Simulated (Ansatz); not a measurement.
**BaS: Fröhlich coupling of electrons to the polar mode**

Plane-wave DFT in Ansatz with scalar-relativistic PAW potentials. The crystal relaxes under PBE to Fm-3m with a = 6.429 Å, 33.21 Å³/atom. No spin polarisation.

Linear response at Γ (PBEsol, cell Fm-3m with a = 6.332 Å, 420 eV, 8×8×8 k points) gives one polar TO mode at 144.9 cm⁻¹, ε∞ = 4.99 and ε0 = 14.72. Band curvatures at the conduction edge (PBE, cell Fm-3m with a = 6.429 Å, 420 eV, 8×8×8 k points; gap 2.23 eV) give a conductivity mass of 0.451 mₑ (harmonic mean over x, y, z).

Question: Work out the LO energy, the Fröhlich constant, and the polaron's energy, mass and size.

Answer: Lyddane–Sachs–Teller: ω_LO = ω_TO √(ε0/ε∞) = 248.9 cm⁻¹, ħω_LO = 30.9 meV. α = √(m* Ry/ħω_LO) (1/ε∞ − 1/ε0) with Ry = 13.606 eV and m* in mₑ: √(0.451 × 13606/30.9) × 0.132 = 1.9. To first order the edge drops by αħω_LO = 58 meV and the mass grows by the factor 1 + α/6 to 0.591 mₑ; the length √(ħ/2m*ω_LO) is 16.6 Å. Coupling is intermediate; the first-order energy stays a fair guide, while the true mass grows faster than 1 + α/6. The model takes one parabolic, isotropic valley, and its inputs come from two functionals at their own volumes. Too small a gap makes ε∞ too large and, at a direct edge, m* too light, and both lower α.

Spin-orbit coupling is left out, which matters for the bands of heavy elements.